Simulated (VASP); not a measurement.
**FeO (Wuestite): single point with LDA**

Crystal: FeO (Wuestite).

```
Fe O
1.0
     1.51882    0.87689    2.51958
    -1.51882    0.87689    2.51958
     0.00000   -1.75378    2.51958
Fe O
1 1
Direct
  0.00000 0.00000 0.00000
  0.50000 0.50000 0.50000
```

```yaml
Program: VASP 6.6.1
Task: single point
Functional: LDA
Potentials_or_basis: VASP PAW LDA potentials, release 64 (Fe_pv, O)
Cutoff: 520 eV
k_mesh: 11 × 11 × 11
Occupations: gaussian, width 0.05 eV
Spin: collinear spin, ferromagnetic start
Starting_moments: "[3.0, 0.0] μB"
```

```json
{
  "Pressure": "-16.4 GPa",
  "Band gap on the k mesh": "none (metal or under the smearing width)",
  "Net moment": "4.00 μB per cell",
  "Site moments": "Fe +3.58; O +0.32 μB",
  "Valence electrons inside the program's atomic spheres": "Fe 12.44; O 4.95"
}
```

Stress tensor (GPa, compression positive):
```
-16.07   0.00   0.00
  0.00 -16.07   0.00
  0.00   0.00 -17.09
```

Levels at points of the mesh, in eV from the Fermi level:
Spin up:
```
           k point  band 9  band 10  band 11  band 12  band 13  band 14  band 15  band 16
(0.00, 0.00, 0.00)   -3.60    -3.60    -3.35    -3.35     0.19    15.19    16.75    17.16
```
Spin down:
| k point | band 5 | band 6 | band 7 | band 8 | band 9 | band 10 | band 11 | band 12 |
| --- | --- | --- | --- | --- | --- | --- | --- | --- |
| (0.00, 0.00, 0.00) | -3.21 | -3.11 | -3.11 | -0.80 | -0.71 | -0.71 | -0.01 | -0.01 |

It took 56 s on 1 thread of Intel(R) Xeon(R) Platinum 8559C (Emerald Rapids), with other jobs on the host, peak memory 0.2 GiB.

Caveat: so large a pressure means that the cell lies far from this level's equilibrium, or that cutoff or potentials fall short; a cell with one magnetic atom can't hold antiferromagnetic order, which such compounds often take; semilocal functionals often make such compounds metallic where correlation or magnetic order opens a gap, which also shifts bond lengths. With open d or f shells a metallic result of LDA can be an artefact of self-interaction; +U or a hybrid may open a gap.
